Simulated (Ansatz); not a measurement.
# Li2O: the cost of one run

Computed with Ansatz 0.2.0 (DFT PBE, scalar-relativistic, plane waves, PAW, unless a step's input says otherwise).

1 further run of the same task is left out (set aside as unsound or not needed).

### Step 1. Starting point

It takes space group Fm-3m (No. 225, cubic). The conventional cell has a = 4.626 Å, b = 4.626 Å, c = 4.626 Å, α = 90.00°, β = 90.00°, γ = 90.00°. Li (site symmetry -43m) has 4 O at 2.00 Å as nearest neighbours. O (site symmetry m-3m) has 8 Li at 2.00 Å as nearest neighbours.

Coordinates:

```
CELL_PARAMETERS angstrom
0.00000 2.31319 2.31319
2.31319 0.00000 2.31319
2.31319 2.31319 0.00000
ATOMIC_POSITIONS crystal
Li 0.75000 0.75000 0.75000
Li 0.25000 0.25000 0.25000
O 0.50000 0.50000 0.50000
```

It is the end of an earlier relaxation with the same method, from a generated guess; it is a trial structure. At a tolerance of 0.02 Å it has space group Fm-3m (No. 225); it has 8.25 Å³/atom, an uncorrected energy of -1.84 eV/atom over the elements.

### Step 2. Static run: bands, density of states and charges

Contents of input.yaml:

```yaml
crystal:
  lattice:
    - [0.0, 2.3131900688, 2.3131900688]
    - [2.3131900688, 0.0, 2.3131900688]
    - [2.3131900688, 2.3131900688, 0.0]
  atoms:
    - { symbol: Li, position: [0.75, 0.75, 0.75] }
    - { symbol: Li, position: [0.25, 0.25, 0.25] }
    - { symbol: O, position: [0.5, 0.5, 0.5] }
basis:
  ecutwfc: 420
kpoints:
  mp_grid: { grid: [8, 8, 8] }
  band_path:
    path:
      - [[0.0, 0.0, 0.0], [0.5, 0.0, 0.5], [0.625, 0.25, 0.625]]
      - [[0.375, 0.375, 0.75], [0.0, 0.0, 0.0], [0.5, 0.5, 0.5], [0.5, 0.25, 0.75], [0.5, 0.0, 0.5]]
    npoints: 14
hamiltonian:
  xc: pbe
scf:
  occupations: { method: gaussian, width: 0.02 }
  n_extra_bands: 7
output:
  forces: true
  stress: true
  eigenvalues: true
  populations: true
  dos: { projected: true, de: 0.02, nscf_kmesh: { grid: [12, 12, 12] } }
  bader: true
```

Started as:

```console
$ ansatz run input.yaml --threads 1 --pin off --max-ram 2048MiB --backend cpu --events-out ev --progress --plain --runs-dir out
```

**Question.** How long does this run take on 1 thread of Arm Neoverse V2, shared host, and how much memory does it need?

About 15 s, with a peak of 0.27 GiB.
